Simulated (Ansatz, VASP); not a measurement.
SiC: VASP beside Ansatz

```
Si C
1.0
     2.84051    0.00000    0.00000
    -1.42026    2.45995    0.00000
     0.00000    0.00000    5.05014
Si C
2 2
Direct
  0.33333 0.66667 0.01080
  0.66667 0.33333 0.51080
  0.33333 0.66667 0.37420
  0.66667 0.33333 0.87420
```

Alike in both runs: functional PBE; k mesh 12 × 12 × 6; occupations gaussian, width 0.05 eV; no spin polarisation.

Ansatz relaxed the structure, and its values are those at the end. VASP's run is a single point on that final structure, the one shown.

```csv
,VASP,Ansatz
version,VASP 6.6.1,Ansatz 0.2.0
potentials or method,"VASP PAW PBE potentials, release 64 (Si, C)","scalar-relativistic, plane waves, PAW"
plane-wave cutoff (eV),520,520
valence electrons in the cell,16,16
```

Ansatz gave:

| Quantity | Value |
| --- | --- |
| gap on the k mesh at the Fermi level (eV) | 1.05 |
| least direct gap on the mesh (eV) | 4.35 |

Which values does VASP return?

gap on the k mesh at the Fermi level (eV): 1.04; least direct gap on the mesh (eV): 4.34.

The functional is the same, so the differences come from potentials, cutoffs and numerics. Ansatz warned: «stress_scf_threshold_loose».

 A k mesh can miss the band edges.
